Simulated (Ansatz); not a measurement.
## LDA, PBE, PBEsol and r²SCAN on Nb

```yaml
crystal:
  lattice:
    - [-1.66395, 1.66395, 1.66395]
    - [1.66395, -1.66395, 1.66395]
    - [1.66395, 1.66395, -1.66395]
  atoms:
    - { symbol: Nb, position: [0.00000, 0.00000, 0.00000] }
```

The cell is COD entry 4111969, as deposited and not checked against the literature; nothing was relaxed. It differs from other determinations.

One fixed cell is solved with several functionals by PAW with the default files in Ansatz 0.2.0, scalar-relativistically. A positive pressure means that the functional wants a larger cell.

The PAW files were made with PBE; their cores are remade for each functional.

Settings: a Γ-centred 15×15×15 k mesh, Fermi–Dirac smearing of 0.03 eV, cutoff 420 eV, no spin polarisation.

Cutoffs: PBE 420 eV, LDA 420 eV, PBEsol 420 eV, r²SCAN 500 eV.

```json
{"setting": "PBE", "P (GPa)": "?", "lowest level at Γ above −25 eV, from the valence-band top or, without a gap, the Fermi level (eV)": "-5.88"}
{"setting": "LDA", "P (GPa)": "-12.05", "lowest level at Γ above −25 eV, from the valence-band top or, without a gap, the Fermi level (eV)": "-5.89"}
{"setting": "PBEsol", "P (GPa)": "-8.29", "lowest level at Γ above −25 eV, from the valence-band top or, without a gap, the Fermi level (eV)": "-5.91"}
{"setting": "r²SCAN", "P (GPa)": "-3.55", "lowest level at Γ above −25 eV, from the valence-band top or, without a gap, the Fermi level (eV)": "?"}
```

(1) Give the missing entry: row "r²SCAN", column "lowest level at Γ above −25 eV, from the valence-band top or, without a gap, the Fermi level (eV)".

(2) Fill in "P (GPa)" for the row "PBE".

Results:

(1) -6.25.

(2) -2.49.
